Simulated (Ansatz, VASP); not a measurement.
Two plane-wave programs on CdSe

The input INCAR:

```
PREC     = Accurate       # precision mode
ENCUT    = 520            # plane-wave cutoff, eV
EDIFF    = 1E-6           # SCF threshold, eV
ISMEAR   = -1             # smearing method
SIGMA    = 0.05           # smearing width, eV
LREAL    = False          # projectors in reciprocal space
LASPH    = True           # aspherical terms in the spheres
NELM     = 100            # most SCF steps
ALGO     = Normal         # electronic algorithm
ISIF     = 2              # what is computed and relaxed
LWAVE    = False          # write WAVECAR
LCHARG   = False          # write CHGCAR
NBANDS   = 16             # bands
```

Contents of KPOINTS:

```
Automatic mesh
0
Gamma
  11 11 11
```

File POSCAR:

```
CdSe
1.0
    0.0000000000      2.6927663868      2.6927663868
    2.6927663868      0.0000000000      2.6927663868
    2.6927663868      2.6927663868      0.0000000000
Cd Se
1 1
Direct
    0.0000000000      0.0000000000      0.0000000000
    0.2500000000      0.2500000000      0.2500000000
```

Input for Ansatz:

```yaml
crystal:
  lattice:
    - [0.0, 2.6927663868, 2.6927663868]
    - [2.6927663868, 0.0, 2.6927663868]
    - [2.6927663868, 2.6927663868, 0.0]
  atoms:
    - { symbol: Cd, position: [0.0, 0.0, 0.0] }
    - { symbol: Se, position: [0.25, 0.25, 0.25] }
kpoints:
  mp_grid: { grid: [11, 11, 11] }
scf:
  occupations: { method: fermi_dirac, width: 0.05 }
hamiltonian:
  xc: lda
  pseudopotentials: { kind: paw }
output:
  forces: true
  stress: true
  eigenvalues: true
  populations: true
```

Change from the starting cell: volume scaled by 0.72, PAW files.

Alike in both runs: task single point; functional LDA; k mesh 11 × 11 × 11; occupations fermi-dirac, width 0.05 eV; no spin polarisation.

|  | VASP | Ansatz |
| --- | --- | --- |
| version | VASP 6.6.1 | Ansatz 0.2.0 |
| potentials or method | VASP PAW LDA potentials, release 64 (Cd, Se) | PAW with Ansatz's default frozen-core files, scalar-relativistic |
| plane-wave cutoff (eV) | 520 | 420 |
| valence electrons in the cell | 18 | 36 |

Ansatz gave:

| Item | Value |
| --- | --- |
| pressure (GPa) | 41.0 |

Task: Which values does VASP return?

Result: Pressure (GPa): 42.9.

The two sets of potentials don't hold the same shells in valence.

Caveats: so large a pressure means that the cell lies far from this level's equilibrium, or that cutoff or potentials fall short (VASP).
